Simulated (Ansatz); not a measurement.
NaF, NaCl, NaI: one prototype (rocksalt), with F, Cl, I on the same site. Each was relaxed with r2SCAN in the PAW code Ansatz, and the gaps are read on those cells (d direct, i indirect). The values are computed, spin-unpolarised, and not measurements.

(1) Order them by the HSE06 gap, smallest first (an overlap counts as negative).
A. NaCl
B. NaF
C. NaI

(2) And by the lattice length a, shortest first.
A. NaCl
B. NaI
C. NaF

(3) And by the mean ε∞ (r2SCAN), smallest first.
A. NaCl
B. NaI
C. NaF

Results:

(1) C (4.69 eV), A (6.56 eV), B (8.63 eV).

(2) C (4.594 Å), A (5.605 Å), B (6.459 Å).

(3) C (1.8), A (2.4), B (3.2).

No spin-orbit coupling is included; it can move band edges with weight on the heavy atoms by tenths of an eV.

The meshes of the hybrids are coarse, so their gaps aren't converged to the digits shown.
